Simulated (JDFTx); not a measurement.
Crystal: MnO.

```
CELL_PARAMETERS angstrom
0.00000 2.22391 2.22391
2.22391 0.00000 2.22391
2.22391 2.22391 0.00000
ATOMIC_POSITIONS crystal
Mn 0.00000 0.00000 0.00000
O 0.50000 0.50000 0.50000
```

The cell is a database's computed one.

Base run:

```yaml
Program: JDFTx 1.7.0 (patched build)
Functional: revPBE
Potentials_or_basis: PseudoDojo-SR-PBE-0.5-standard with smoothed tails
Cutoff: 1306 eV
Density_cutoff: 10449 eV
k_mesh: 10 × 10 × 10
Occupations: fermi-dirac, width 0.05 eV
Spin: collinear spin, ferromagnetic start
Starting_moments: "[4.0, 0.0] μB"
```

Its results: band gap on the k mesh none (metal or under the smearing width); pressure 4.8 GPa; net moment 4.87 μB per cell; site moments Mn +4.59; O +0.27 μB.

Question: The run is repeated on the same cell with these changes: functional from revPBE to RPBE. What comes out?

Answer: Band gap on the k mesh none (metal or under the smearing width); pressure 6.2 GPa; net moment 4.88 μB per cell; site moments Mn +4.60; O +0.27 μB.

Caveats: the potentials were made for another functional, which shifts forces and pressure; a cell with one magnetic atom can't hold antiferromagnetic order, which such compounds often take; semilocal functionals often make such compounds metallic where correlation or magnetic order opens a gap, which also shifts bond lengths.
